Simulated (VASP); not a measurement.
# PtS2 (P-3m1) in VASP: a series of runs

The runs below take PtS2 through relaxation of cell and atoms, with r2SCAN, r2SCAN+rVV10.

Everything below comes from runs of VASP 6.6.1. Logs are shortened: lines on timing, memory, paths and dates and some standing lists are left out, and cuts for length are marked.

## (1) The structure

The structure is trigonal, space group P-3m1 (No. 164). Conventional cell: a = 3.550 Å, b = 3.550 Å, c = 5.591 Å, α = 90.00°, β = 90.00°, γ = 120.00°. Pt (site symmetry -3m) has 6 S at 2.39 Å as nearest neighbours. S (site symmetry 3m) has 3 Pt at 2.39 Å as nearest neighbours.

## (2) Relaxation of cell and atoms, r2SCAN

Contents of INCAR:

```
PREC = Accurate ; ENCUT = 600
EDIFF = 1E-7 ; ISMEAR = 0
SIGMA = 0.03 ; LREAL = False
LASPH = True ; NELM = 80
ALGO = Normal ; ISIF = 3
LWAVE = False ; LCHARG = False
METAGGA = R2SCAN ; LMIXTAU = True
IBRION = 2 ; NSW = 90
EDIFFG = -0.005
```

Contents of KPOINTS:

```
regular mesh
0
Gamma
  9 9 5
```

Contents of POSCAR:

```
PtS2                                    
1.0
    3.5497777490     -0.0000000000     -0.0000000000
   -1.7748888745      3.0741977084      0.0000000000
    0.0000000000      0.0000000000      5.5914479830
  Pt              S             
     1     2
Direct
     0.0000000000000000    0.0000000000000000    0.0000000000000000
     0.3333333332999970    0.6666666667000030    0.2202751859272925
     0.6666666667000030    0.3333333332999970    0.7797248140727073
```

Potentials or basis: VASP PAW PBE potentials, release 64 (Pt, S).

The run is started by

```
> cat potpaw_PBE.64/Pt/POTCAR potpaw_PBE.64/S/POTCAR > POTCAR
> mpirun -np 1 vasp_std > vasp.out
```

OUTCAR:

```text
PREC = Accurate
   ENCUT = 600
   EDIFF = 1E-7
   ISMEAR = 0
   LREAL = False
   LASPH = True
   NELM = 80
   ISIF = 3
   METAGGA = R2SCAN
   IBRION = 2
   NSW = 90
   EDIFFG = -0.005

 ion  position               nearest neighbor table
   1  0.000  0.000  0.000-   2 2.39   3 2.39   2 2.39   3 2.39   3 2.39   2 2.39
   2  0.333  0.667  0.220-   1 2.39   1 2.39   1 2.39
   3  0.667  0.333  0.780-   1 2.39   1 2.39   1 2.39

  LATTYP: Found a hexagonal cell.
 ALAT       =     3.5497777490
 C/A-ratio  =     1.5751543838

  Lattice vectors:

 A1 = (   3.5497777490,   0.0000000000,   0.0000000000)
 A2 = (  -1.7748888745,   3.0741977084,   0.0000000000)
 A3 = (   0.0000000000,   0.0000000000,   5.5914479830)

Analysis of symmetry for initial positions (statically):
=====================================================================
 Subroutine PRICEL returns:
 Original cell was already a primitive cell.

 Routine SETGRP: Setting up the symmetry group for a
 hexagonal supercell.

 Subroutine GETGRP returns: Found 12 space group operations
 (whereof 12 operations were pure point group operations)
 out of a pool of 24 trial point group operations.

The static configuration has the point symmetry D_3d.

Analysis of symmetry for dynamics (positions and initial velocities):
=====================================================================
 Subroutine PRICEL returns:
 Original cell was already a primitive cell.

 Routine SETGRP: Setting up the symmetry group for a
 hexagonal supercell.

 Subroutine GETGRP returns: Found 12 space group operations
 (whereof 12 operations were pure point group operations)
 out of a pool of 24 trial point group operations.

The dynamic configuration has the point symmetry D_3d.

 Subroutine INISYM returns: Found 12 space group operations
 (whereof 12 operations are pure point group operations),
 and found     1 'primitive' translations

----------------------------------------------------------------------------------------

                                     Primitive cell

  volume of cell :      61.0179

  direct lattice vectors                    reciprocal lattice vectors
     3.549777749  0.000000000  0.000000000     0.281707777  0.162644061  0.000000000
    -1.774888874  3.074197708  0.000000000     0.000000000  0.325288122  0.000000000
     0.000000000  0.000000000  5.591447983     0.000000000  0.000000000  0.178844550

  length of vectors
     3.549777749  3.549777749  5.591447983     0.325288122  0.325288122  0.178844550

  position of ions in fractional coordinates (direct lattice)
     0.000000000  0.000000000  0.000000000
     0.333333333  0.666666667  0.220275186
     0.666666667  0.333333333  0.779724814

  ion indices of the primitive-cell ions
   primitive index   ion index
                 1           1
                 2           2
                 3           3

----------------------------------------------------------------------------------------

 KPOINTS: regular mesh

Automatic generation of k-mesh.
 Grid dimensions read from file:
 generate k-points for:    9    9    5

 Generating k-lattice:

  Cartesian coordinates                     Fractional coordinates (reciprocal lattice)
     0.031300864  0.018071562  0.000000000     0.111111111  0.000000000  0.000000000
     0.000000000  0.036143125  0.000000000     0.000000000  0.111111111  0.000000000
     0.000000000  0.000000000  0.035768910     0.000000000  0.000000000  0.200000000

  Length of vectors
     0.036143125  0.036143125  0.035768910

  Shift w.r.t. Gamma in fractional coordinates (k-lattice)
     0.000000000  0.000000000  0.000000000

 Subroutine IBZKPT returns following result:
 ===========================================

 Found     50 irreducible k-points:

 Following reciprocal coordinates:
            Coordinates               Weight
  0.000000  0.000000  0.000000      1.000000
  0.111111  0.000000  0.000000      6.000000
  0.222222  0.000000  0.000000      6.000000
  0.333333  0.000000  0.000000      6.000000
  0.444444  0.000000  0.000000      6.000000
  0.111111  0.111111  0.000000      6.000000
[... 16 lines left out ...]
  0.222222  0.111111  0.200000     12.000000
 -0.111111  0.333333  0.200000     12.000000
 [... further k-points ...]
   k-points           NKPTS =     50   k-points in BZ     NKDIM =     50   number of bands    NBANDS=     15
   number of dos      NEDOS =    301   number of ions     NIONS =      3
   total plane-waves  NPLWV =  37632
   dimension x,y,z NGX =    28 NGY =   28 NGZ =   48
   dimension x,y,z NGXF=    56 NGYF=   56 NGZF=   96
   ions per type =               1   2
   NGX,Y,Z   is equivalent  to a cutoff of  13.11, 13.11, 14.27 a.u.
   NGXF,Y,Z  is equivalent  to a cutoff of  26.23, 26.23, 28.54 a.u.
 SYSTEM =  unknown system
   PREC   = accura    normal or accurate (medium, high low for compatibility)
   ISTART =      0    job   : 0-new  1-cont  2-samecut
   ICHARG =      2    charge: 1-file 2-atom 10-const
   ISPIN  =      1    spin polarized calculation?
   LNONCOLLINEAR =      F non collinear calculations
   LSORBIT =      F    spin-orbit coupling
   LASPH  =      T    aspherical Exc in radial PAW
   ENCUT  =  600.0 eV  44.10 Ry    6.64 a.u.   7.09  7.09 11.17*2*pi/ulx,y,z
   NELM   =     80;   NELMIN=  2; NELMDL= -5     # of ELM steps
   EDIFF  = 0.1E-06   stopping-criterion for ELM
   LREAL  =      F    real-space projection
   EDIFFG = -.5E-02   stopping-criterion for IOM
   NSW    =     90    number of steps for IOM
   IBRION =      2    ionic relax: 0-MD 1-quasi-New 2-CG
   NFREE  =      1    steps in history (QN), initial steepest desc. (CG)
   ISIF   =      3    stress and relaxation
   ISYM   =      2    0-nonsym 1-usesym 2-fastsym
   POTIM  = 0.5000    time-step for ionic-motion
   TEBEG  =    0.0;   TEEND  =   0.0 temperature during run
   PSTRESS=    0.0 pullay stress
   NELECT =      22.0000    total number of electrons
   NUPDOWN=      -1.0000    fix difference up-down
   EMIN   =  10.00;   EMAX   =-10.00  energy-range for DOS
   EFERMI =   0.00;   METHOD = LEGACY
   ISMEAR =     0;   SIGMA  =   0.03  broadening in eV -4-tet -1-fermi 0-gaus
   EFERMI_NEDOS =   21; number of points for ismear=-14 and -15
   IALGO  =     38    algorithm
   IMIX   =      4    mixing-type and parameters
     AMIX     =   0.40;   BMIX     =  1.00
     AMIX_MAG =   1.60;   BMIX_MAG =  1.00
  volume/ion in A,a.u.               =      20.34       137.26
  Fermi-wavevector in a.u.,A,eV,Ry     =   1.165190  2.201889 18.472182  1.357667
  Thomas-Fermi vector in A             =   2.301719
   LORBIT       =      0    0 simple, 1 ext, 2 COOP (PROOUT), +10 PAW based schemes
   METAGGA = R2SCAN    functional components
   LHFCALC =     F    Hartree Fock is set to
   AEXX    =    0.0000 exact exchange contribution
   IVDW    =     0    specifies the selected vdW correction
   LEPSILON=     F    determine dielectric tensor
   LRPA    =     F    only Hartree local field effects (RPA)
 conjugate gradient relaxation of ions
 non-spin polarized calculation
 Gauss-broadening in eV      SIGMA  =   0.03
  energy-cutoff  :      600.00
  volume of cell :       61.02
 maximum number of plane-waves:      2061
   NGX = 15   NGY = 15   NGZ = 23

--------------------------------------- Ionic step        1  -------------------------------------------

 number of electron      21.9999999 magnetization

 Free energy of the ion-electron system (eV)
  ---------------------------------------------------
  ext. energy  EPLUGINS =         0.00000000
  ---------------------------------------------------
  free energy    TOTEN  =       -68.87369527 eV

  energy without entropy =      -68.87369527  energy(sigma->0) =      -68.87369527

------------------------ aborting loop because EDIFF is reached ----------------------------------------

  FORCE on cell =-STRESS in cart. coord.  units (eV):
  Direction    XX          YY          ZZ          XY          YZ          ZX
  --------------------------------------------------------------------------------------
  -------------------------------------------------------------------------------------
  Total       -0.0204297     -0.0204297      0.0118313      0.0000000      0.0000000      0.0000000
  in kB       -0.5364334     -0.5364334      0.3106598      0.0000000      0.0000000      0.0000000
  external PRESSURE =      -0.2540690 kB  Pullay stress =       0.0000000 kB
[... 96 lines left out ...]
  energy  without entropy=      -68.8737045286  energy(sigma->0) =      -68.87370453

--------------------------------------- Ionic step        4  -------------------------------------------

 number of electron      21.9999999 magnetization

 Free energy of the ion-electron system (eV)
  ---------------------------------------------------
  ext. energy  EPLUGINS =         0.00000000
  ---------------------------------------------------
  free energy    TOTEN  =       -68.87370871 eV

  energy without entropy =      -68.87370871  energy(sigma->0) =      -68.87370871

 E-fermi :   4.9749     XC(G=0): -10.6127

 val. band max:        4.8106566175   @ k =   0.0000   0.2222   0.2000
 cond. band min:       6.2201336437   @ k =   0.0000   0.2222   0.4000
 fundamental gap:      1.4094770262
 Fermi energy:         4.9748735383

 k-point     1 :       0.0000    0.0000    0.0000
  band No.  band energies     occupation
      1     -10.3788      2.00000
      2      -7.8187      2.00000
      3      -1.5042      2.00000
      4      -1.4270      2.00000
      5      -1.4270      2.00000
      6       1.3262      2.00000
      7       1.3262      2.00000
      8       3.2072      2.00000
      9       4.1310      2.00000
     10       4.1310      2.00000
     11       4.6624      2.00000
     12       7.6976      0.00000
     13       7.6976      0.00000
     14      10.7958      0.00000
     15      10.9502      0.00000
[... 397 lines left out ...]
 k-point    24 :      -0.1111    0.3333    0.2000
  band No.  band energies     occupation
      1      -9.3479      2.00000
      2      -8.1497      2.00000
      3      -1.2800      2.00000
      4      -1.0251      2.00000
      5      -0.3748      2.00000
      6       0.0651      2.00000
      7       0.7744      2.00000
      8       2.1160      2.00000
      9       3.4816      2.00000
     10       3.6506      2.00000
     11       4.6330      2.00000
     12       6.3311      0.00000
     13       7.1161      0.00000
     14      11.3592      0.00000
     15      13.2837      0.00000

 [... further k-points ...]

------------------------ aborting loop because EDIFF is reached ----------------------------------------

  FORCE on cell =-STRESS in cart. coord.  units (eV):
  Direction    XX          YY          ZZ          XY          YZ          ZX
  --------------------------------------------------------------------------------------
  -------------------------------------------------------------------------------------
  Total        0.0085128      0.0085128      0.0122565      0.0000000      0.0000000      0.0000000
  in kB        0.2236012      0.2236012      0.3219330      0.0000000      0.0000000      0.0000000
  external PRESSURE =       0.2563785 kB  Pullay stress =       0.0000000 kB
[... 18 lines left out ...]
  FREE ENERGIE OF THE ION-ELECTRON SYSTEM (eV)
  ---------------------------------------------------
  free  energy   TOTEN  =       -68.8737087069 eV

  energy  without entropy=      -68.8737087069  energy(sigma->0) =      -68.87370871

 reached required accuracy - stopping structural energy minimisation
```

Wall time 3.9 min (1 thread of Intel Xeon 6975P-C (Granite Rapids), shared host); peak memory 0.23 GiB.

Results:

```
Free energy                            : -68.8737 eV
Relaxed volume                         : 20.33 Å³/atom
Relaxed cell                           : a = 3.548 Å, b = 3.548 Å, c = 5.594 Å, α = 90.00°, β = 90.00°, γ = 120.00°
Space group after relaxing (to 0.05 Å) : P-3m1 (No. 164)
Energy gained by relaxing              : 0.0 meV/atom
Ionic steps                            : 4
Pressure after relaxing                : 0.0 GPa
Band gap on the k mesh                 : 1.41 eV, indirect (least direct gap 1.48 eV)
```

Final structure:
```
Pt S
1.0
     3.54843    0.00000    0.00000
    -1.77422    3.07303    0.00000
     0.00000    0.00000    5.59380
Pt S
1 2
Direct
  0.00000 0.00000 0.00000
  0.33333 0.66667 0.22035
  0.66667 0.33333 0.77965
```

Levels at points of the mesh, in eV from the valence-band top:
```tsv
k point	band 9	band 10	band 11	band 12	band 13	band 14
(0.00, 0.00, 0.00)	-0.68	-0.68	-0.15	2.89	2.89	5.99
```

Caveat: the PAW data sets were made with another functional, which shifts forces and pressure a little; spin-orbit coupling is left out, which moves the levels of the heavy elements; an odd mesh through Γ misses points on the zone boundary, where band edges often lie.

(Part 1 of 2 ends here.)
